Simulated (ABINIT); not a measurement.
# PbS (Cmcm) in ABINIT: further runs

Aim: see how the results for PbS move with the level of theory and the settings. Levels: PBEsol, PBE. Tasks: single point.

Everything below comes from runs of ABINIT 10.8.3 (patched build). Logs are shortened: lines on timing, memory, paths and dates and some standing lists are left out, and cuts for length are marked. The log counts tension as positive stress, the text compression.

### 1 Starting point

It takes space group Cmcm (No. 63, orthorhombic). The conventional cell has a = 4.160 Å, b = 11.983 Å, c = 4.279 Å, α = 90.00°, β = 90.00°, γ = 90.00°. Pb (site symmetry m2m) is surrounded by 5 S at 2.69 to 2.99 Å. Around S (site symmetry m2m) lie 5 Pb at 2.69 to 2.99 Å.

Measurements of this composition are mostly on another form, of space group No. 225.

### 2 Single point, PBEsol

The input, run.abi:

```
# Pseudopotentials
pp_dirpath "./"
pseudos "Pb.upf, S.upf"

# Structure
acell 3*1.0
rprim
     3.9305409457   -11.3219102062     0.0000000000
     3.9305409457    11.3219102062     0.0000000000
     0.0000000000     0.0000000000     8.0867445760
ntypat 2
znucl 82 16
natom 4
typat 1 1 2 2
xred
     0.1305633500     0.8694366500     0.2500000000
     0.8694366500     0.1305633500     0.7500000000
     0.3547970900     0.6452029100     0.2500000000
     0.6452029100     0.3547970900     0.7500000000
chkprim 0
chksymtnons 0
tolsym 1.0e-6

# Plane-wave basis
ecut 24.0

# k points
kptopt 1
ngkpt 5 5 4
nshiftk 1
shiftk 0.0 0.0 0.0

# Exchange and correlation
ixc -116133

# Bands and occupations
nband 24
occopt 3
tsmear 0.00183747

# SCF cycle
nstep 100
tolvrs 1.0e-10

# Output
iomode 3
prtwf 0
prtden 0
prteig 0
prtebands 0
enunit 1
```

Potentials or basis: PseudoDojo NC SR PBEsol v0.4.1 standard.

Started as:

```bash
abinit run.abi > log 2>&1
```

run.abo:

```text
.Version 10.8.3 of ABINIT
 Symmetries : space group Cm c m (# 63); Bravais oC (1-face-center ortho.)
================================================================================
 Values of the parameters that define the memory need of the present run
     intxc =       0    ionmov =       0      iscf =       7    lmnmax =       6
     lnmax =       6     mgfft =      54  mpssoang =       3    mqgrid =    3001
     natom =       4  nloc_mem =       1    nspden =       1   nspinor =       1
    nsppol =       1      nsym =       8    n1xccc =    2501    ntypat =       2
    occopt =       3   xclevel =       2
       mpw =        4065          nfft =      104976          nkpt =          27
================================================================================
================================================================================

--------------------------------------------------------------------------------
------------- Echo of variables that govern the present computation ------------
--------------------------------------------------------------------------------
 -outvars: echo values of preprocessed input variables --------
            acell      1.0000000000E+00  1.0000000000E+00  1.0000000000E+00 Bohr
              amu      2.07200000E+02  3.20660000E+01
          chkprim           0
      chksymtnons           0
             ecut      2.40000000E+01 Hartree
           enunit           1
              ixc     -116133
         kptrlatt        5    0    0      0    5    0      0    0    4
          kptrlen      3.23469783E+01
            natom           4
            nband          24
            ngfft          54      54      36
             nkpt          27
            nstep         100
             nsym           8
           ntypat           2
           occopt           3
           prtden           0
        prtebands           0
           prteig           0
            prtwf           0
            rprim      3.9305409457E+00 -1.1321910206E+01  0.0000000000E+00
                       3.9305409457E+00  1.1321910206E+01  0.0000000000E+00
                       0.0000000000E+00  0.0000000000E+00  8.0867445760E+00
          spgroup          63
           tolsym      1.00000000E-06
           tolvrs      1.00000000E-10
           tsmear      1.83747000E-03 Hartree
            typat      1  1  2  2
           xangst      2.0799526936E+00  4.4268092829E+00  1.0698302343E+00
                       2.0799526936E+00 -4.4268092829E+00  3.2094907028E+00
                       2.0799526936E+00  1.7399074778E+00  1.0698302343E+00
                       2.0799526936E+00 -1.7399074778E+00  3.2094907028E+00
            xcart      3.9305409457E+00  8.3654571564E+00  2.0216861440E+00
                       3.9305409457E+00 -8.3654571564E+00  6.0650584320E+00
                       3.9305409457E+00  3.2879486174E+00  2.0216861440E+00
                       3.9305409457E+00 -3.2879486174E+00  6.0650584320E+00
             xred      1.3056335000E-01  8.6943665000E-01  2.5000000000E-01
                       8.6943665000E-01  1.3056335000E-01  7.5000000000E-01
                       3.5479709000E-01  6.4520291000E-01  2.5000000000E-01
                       6.4520291000E-01  3.5479709000E-01  7.5000000000E-01
            znucl       82.00000   16.00000

================================================================================

 chkinp: Checking input parameters for consistency.

================================================================================
== DATASET  1 ==================================================================

--- !DatasetInfo
iteration_state: {dtset: 1, }
dimensions: {natom: 4, nkpt: 27, mband: 24, nsppol: 1, nspinor: 1, nspden: 1, mpw: 4065, }
cutoff_energies: {ecut:  24.0, pawecutdg:  -1.0, }
electrons: {nelect:   4.00000000E+01, charge:   0.00000000E+00, occopt:   3.00000000E+00, tsmear:   1.83747000E-03, }
meta: {optdriver: 0, ionmov: 0, optcell: 0, iscf: 7, paral_kgb: 0, }
...

 Real(R)+Recip(G) space primitive vectors, cartesian coordinates (Bohr,Bohr^-1):
 R(1)=  3.9305409-11.3219102  0.0000000  G(1)=  0.1272090 -0.0441622  0.0000000
 R(2)=  3.9305409 11.3219102  0.0000000  G(2)=  0.1272090  0.0441622  0.0000000
 R(3)=  0.0000000  0.0000000  8.0867446  G(3)=  0.0000000  0.0000000  0.1236592
 Unit cell volume ucvol=  7.1974019E+02 bohr^3
 Angles (23,13,12)=  9.00000000E+01  9.00000000E+01  1.41709848E+02 degrees

 getcut: wavevector=  0.0000  0.0000  0.0000  ngfft=  54  54  36
         ecut(hartree)=     24.000   => boxcut(ratio)=   2.01864

--- Pseudopotential description ------------------------------------------------
- pspini: atom type   1  psp file is ./Pb.upf
12 -116133 2 -1 1678                          pspcod,pspxc,lmax,lloc,mmax
     nproj     2     2     2

- pspini: atom type   2  psp file is ./S.upf
12 -116133 2 -1 1146                          pspcod,pspxc,lmax,lloc,mmax
     nproj     2     2     2

   4.24361240E+03                                ecore*ucvol(ha*bohr**3)
--------------------------------------------------------------------------------

================================================================================

--- !BeginCycle
iteration_state: {dtset: 1, }
solver: {iscf: 7, nstep: 100, nline: 4, wfoptalg: 0, }
tolerances: {tolvrs: 1.00E-10, }
...

     iter   Etot(hartree)      deltaE(h)  residm     vres2
 ETOT  1  -161.98656772157    -1.620E+02 2.584E-01 3.016E+02
 ETOT  2  -162.62984476773    -6.433E-01 1.592E-02 6.398E+01
 ETOT  3  -162.64448965686    -1.464E-02 5.777E-03 1.613E+00
 ETOT  4  -162.64466120601    -1.715E-04 2.572E-03 1.565E-01
 ETOT  5  -162.64468944544    -2.824E-05 7.716E-04 1.371E-02
 ETOT  6  -162.64469080417    -1.359E-06 9.284E-04 1.250E-03
 ETOT  7  -162.64469095869    -1.545E-07 6.966E-04 1.229E-04
 ETOT  8  -162.64469097183    -1.314E-08 6.510E-04 1.342E-06
 ETOT  9  -162.64469097198    -1.518E-10 4.167E-04 2.592E-07
 ETOT 10  -162.64469097201    -3.516E-11 3.349E-04 4.087E-09
 ETOT 11  -162.64469097201    -6.821E-13 2.044E-04 4.628E-10
 ETOT 12  -162.64469097201     1.705E-13 1.569E-04 3.687E-11

 At SCF step   12       vres2   =  3.69E-11 < tolvrs=  1.00E-10 =>converged.

 Cartesian components of stress tensor (hartree/bohr^3)
  sigma(1 1)=  7.90712584E-05  sigma(3 2)=  0.00000000E+00
  sigma(2 2)=  5.95685160E-05  sigma(3 1)=  0.00000000E+00
  sigma(3 3)=  8.49414710E-05  sigma(2 1)=  0.00000000E+00

--- !ResultsGS
iteration_state: {dtset: 1, }
comment   : Summary of ground state results
lattice_vectors:
- [  3.9305409, -11.3219102,   0.0000000, ]
- [  3.9305409,  11.3219102,   0.0000000, ]
- [  0.0000000,   0.0000000,   8.0867446, ]
lattice_lengths: [  11.98477,   11.98477,    8.08674, ]
lattice_angles: [ 90.000,  90.000, 141.710, ] # degrees, (23, 13, 12)
lattice_volume:   7.1974019E+02
convergence: {deltae:  1.705E-13, res2:  3.687E-11, residm:  1.569E-04, diffor: null, }
etotal    :  -1.62644691E+02
entropy   :   0.00000000E+00
fermie    :   1.52581235E-01
cartesian_stress_tensor: # hartree/bohr^3
- [  7.90712584E-05,   0.00000000E+00,   0.00000000E+00, ]
- [  0.00000000E+00,   5.95685160E-05,   0.00000000E+00, ]
- [  0.00000000E+00,   0.00000000E+00,   8.49414710E-05, ]
pressure_GPa:  -2.1927E+00
xred      :
- [  1.3056E-01,   8.6944E-01,   2.5000E-01, Pb]
- [  8.6944E-01,   1.3056E-01,   7.5000E-01, Pb]
- [  3.5480E-01,   6.4520E-01,   2.5000E-01,  S]
- [  6.4520E-01,   3.5480E-01,   7.5000E-01,  S]
cartesian_forces: # hartree/bohr
- [ -6.11760962E-21,  -1.91180135E-04,   1.91441625E-30, ]
- [  6.11760962E-21,   1.91180135E-04,   4.99943098E-31, ]
- [  3.55616703E-20,  -5.68396934E-04,  -1.20717968E-30, ]
- [ -3.55616703E-20,   5.68396934E-04,  -1.20717968E-30, ]
force_length_stats: {min:   1.91180135E-04, max:   5.68396934E-04, mean:   3.79788535E-04, }
...

 Integrated electronic density in atomic spheres:
 ------------------------------------------------
 Atom  Sphere_radius  Integrated_density
    1        2.00000         10.04866066
    2        2.00000         10.04866066
    3        2.00000          3.83322578
    4        2.00000          3.83322578
================================================================================

 ----iterations are completed or convergence reached----

 Mean square residual over all n,k,spin=   36.140E-08; max=  15.686E-05
 reduced coordinates (array xred) for    4 atoms
       0.130563350000      0.869436650000      0.250000000000
       0.869436650000      0.130563350000      0.750000000000
       0.354797090000      0.645202910000      0.250000000000
       0.645202910000      0.354797090000      0.750000000000
 rms dE/dt=  3.9200E-03; max dE/dt=  6.4353E-03; dE/dt below (all hartree)
    1      -0.002164524322      0.002164524322     -0.000000000000
    2       0.002164524322     -0.002164524322     -0.000000000000
    3      -0.006435339051      0.006435339051      0.000000000000
    4       0.006435339051     -0.006435339051      0.000000000000

 cartesian coordinates (angstrom) at end:
    1      2.07995269357450     4.42680928292723     1.06983023427738
    2      2.07995269357450    -4.42680928292723     3.20949070283213
    3      2.07995269357450     1.73990747776661     1.06983023427738
    4      2.07995269357450    -1.73990747776661     3.20949070283213

 cartesian forces (hartree/bohr) at end:
    1     -0.00000000000000    -0.00019118013503     0.00000000000000
    2      0.00000000000000     0.00019118013503     0.00000000000000
    3      0.00000000000000    -0.00056839693425    -0.00000000000000
    4     -0.00000000000000     0.00056839693425    -0.00000000000000
 frms,max,avg= 2.4482134E-04 5.6839693E-04   0.000E+00  0.000E+00  0.000E+00 h/b

 cartesian forces (eV/Angstrom) at end:
    1     -0.00000000000000    -0.00983087781008     0.00000000000000
    2      0.00000000000000     0.00983087781008     0.00000000000000
    3      0.00000000000000    -0.02922814552604    -0.00000000000000
    4     -0.00000000000000     0.02922814552604    -0.00000000000000
 frms,max,avg= 1.2589219E-02 2.9228146E-02   0.000E+00  0.000E+00  0.000E+00 e/A
 length scales=  1.000000000000  1.000000000000  1.000000000000 bohr
              =  0.529177210544  0.529177210544  0.529177210544 angstroms
 Fermi (or HOMO) energy (eV) =   4.15195   Average Vxc (eV)= -10.01692
 Eigenvalues (   eV  ) for nkpt=  27  k points:
 kpt#   1, nband= 24, wtk=  0.01000, kpt=  0.0000  0.0000  0.0000 (reduced coord)
 -12.72423  -12.61333  -12.60616  -12.59346  -12.56512  -12.55162  -12.54988  -12.54291
 -12.53367  -12.49025   -9.36857   -7.54601   -3.23308   -2.26751   -0.63116    0.65993
   1.22781    1.96204    2.14372    3.13559    8.20462    8.20994    8.43841    9.14274
 prteigrs : prtvol=0 or 1, do not print more k-points.

--- !EnergyTerms
iteration_state     : {dtset: 1, }
comment             : Components of total free energy in Hartree
kinetic             :  7.67249561014636E+01
hartree             :  3.16226465734394E+01
xc                  : -4.58882502561977E+01
Ewald energy        : -1.09485257124233E+02
psp_core            :  5.89603370362725E+00
local_psp           : -9.57970970390540E+01
non_local_psp       : -2.57177229070008E+01
internal            : -1.62644690947956E+02
'-kT*entropy'       : -2.40576765893590E-08
total_energy        : -1.62644690972013E+02
total_energy_eV     : -4.42578750689767E+03
band_energy         : -1.02261536986670E+01
...

 Cartesian components of stress tensor (hartree/bohr^3)
  sigma(1 1)=  7.90712584E-05  sigma(3 2)=  0.00000000E+00
  sigma(2 2)=  5.95685160E-05  sigma(3 1)=  0.00000000E+00
  sigma(3 3)=  8.49414710E-05  sigma(2 1)=  0.00000000E+00

-Cartesian components of stress tensor (GPa)         [Pressure= -2.1927E+00 GPa]
- sigma(1 1)=  2.32635674E+00  sigma(3 2)=  0.00000000E+00
- sigma(2 2)=  1.75256625E+00  sigma(3 1)=  0.00000000E+00
- sigma(3 3)=  2.49906436E+00  sigma(2 1)=  0.00000000E+00

== END DATASET(S) ==============================================================
================================================================================

 -outvars: echo values of variables after computation  --------
            acell      1.0000000000E+00  1.0000000000E+00  1.0000000000E+00 Bohr
           etotal     -1.6264469097E+02
            fcart     -6.1176096177E-21 -1.9118013503E-04  1.9144162548E-30
                       6.1176096177E-21  1.9118013503E-04  4.9994309840E-31
                       3.5561670284E-20 -5.6839693425E-04 -1.2071796766E-30
                      -3.5561670284E-20  5.6839693425E-04 -1.2071796766E-30
            rprim      3.9305409457E+00 -1.1321910206E+01  0.0000000000E+00
                       3.9305409457E+00  1.1321910206E+01  0.0000000000E+00
                       0.0000000000E+00  0.0000000000E+00  8.0867445760E+00
           strten      7.9071258353E-05  5.9568515995E-05  8.4941470957E-05
                       0.0000000000E+00  0.0000000000E+00  0.0000000000E+00
           xangst      2.0799526936E+00  4.4268092829E+00  1.0698302343E+00
                       2.0799526936E+00 -4.4268092829E+00  3.2094907028E+00
                       2.0799526936E+00  1.7399074778E+00  1.0698302343E+00
                       2.0799526936E+00 -1.7399074778E+00  3.2094907028E+00
             xred      1.3056335000E-01  8.6943665000E-01  2.5000000000E-01
                       8.6943665000E-01  1.3056335000E-01  7.5000000000E-01
                       3.5479709000E-01  6.4520291000E-01  2.5000000000E-01
                       6.4520291000E-01  3.5479709000E-01  7.5000000000E-01
 Calculation completed.
```

Wall time 100 s (1 thread of Arm Neoverse V2, shared host); peak memory 0.12 GiB.

What came out:

```
Free energy                                           : -4425.7875 eV
Pressure                                              : -2.2 GPa
Largest force                                         : 0.029 eV/Å
Band gap on the k mesh                                : 1.19 eV, direct
Valence electrons inside the program's atomic spheres : Pb 10.05; S 3.83
```

Forces on the atoms (eV/Å):
```
Pb   0.000 -0.010  0.000
Pb   0.000  0.010  0.000
S    0.000 -0.029  0.000
S    0.000  0.029  0.000
```

Levels at points of the mesh, in eV from the valence-band top:
```tsv
k point	band 18	band 19	band 20	band 21	band 22	band 23
(0.00, 0.00, 0.00)	-1.60	-1.41	-0.42	4.65	4.65	4.88
(0.00, 0.00, 0.50)	-1.05	-0.07	-0.07	1.79	1.79	2.77
```

Caveat: the cutoff is short for stress, so the pressure is rough; spin-orbit coupling is left out, which as a rule narrows the gap of such compounds by several tenths of an eV; an odd mesh through Γ misses points on the zone boundary, where band edges often lie.

### 3 Single point, PBE

The input, run.abi:

```
pp_dirpath "./"
pseudos "Pb.upf, S.upf"

acell 11.9847737919 11.9847737919 8.086744576
rprim
     0.3279612126    -0.9446911892     0.0000000000
     0.3279612126     0.9446911892     0.0000000000
     0.0000000000     0.0000000000     1.0000000000
ntypat 2
znucl 82 16
natom 4
typat 1 1 2 2
xcart
     2.0799526950     4.4268092859     1.0698302350
     2.0799526950    -4.4268092859     3.2094907050
     2.0799526950     1.7399074789     1.0698302350
     2.0799526950    -1.7399074789     3.2094907050 Angstrom
chkprim 0
chksymtnons 0
tolsym 1.0e-6

ecut 28.0

kptopt 1
ngkpt 5 5 4
nshiftk 1
shiftk 0.0 0.0 0.0

ixc 11

nband 24
occopt 3
tsmear 0.05 eV

nstep 100
tolvrs 1.0e-10

iomode 3
prtwf 0
prtden 0
prteig 0
prtebands 0
enunit 1
```

Potentials or basis: PseudoDojo NC SR PBE v0.4.1 standard.

Started as:

```bash
abinit run.abi > log 2>&1
```

Run time: 2.8 min. Hardware: 1 thread of Intel Xeon Platinum 8488C (Sapphire Rapids), shared host; peak memory 0.14 GiB.

It converged, with:

```
Free energy                                           : -4433.0657 eV
Pressure                                              : 1.1 GPa
Largest force                                         : 0.119 eV/Å
Band gap on the k mesh                                : 1.29 eV, indirect (least direct gap 1.30 eV)
Valence electrons inside the program's atomic spheres : Pb 10.05; S 3.85
```

Forces on the atoms (eV/Å):
```
Pb   0.000  0.099  0.000
Pb   0.000 -0.099  0.000
S    0.000 -0.119  0.000
S    0.000  0.119  0.000
```

Stress tensor (GPa, compression positive):
```
1.00 0.00 0.00
0.00 1.50 0.00
0.00 0.00 0.92
```

Levels at points of the mesh, in eV from the valence-band top:
| k point | band 18 | band 19 | band 20 | band 21 | band 22 | band 23 |
| --- | --- | --- | --- | --- | --- | --- |
| (0.00, 0.00, 0.00) | -1.58 | -1.41 | -0.43 | 4.71 | 4.79 | 4.94 |
| (0.00, 0.00, 0.50) | -1.05 | -0.06 | -0.06 | 1.88 | 1.88 | 2.85 |

Caveat: spin-orbit coupling is left out, which as a rule narrows the gap of such compounds by several tenths of an eV; an odd mesh through Γ misses points on the zone boundary, where band edges often lie.
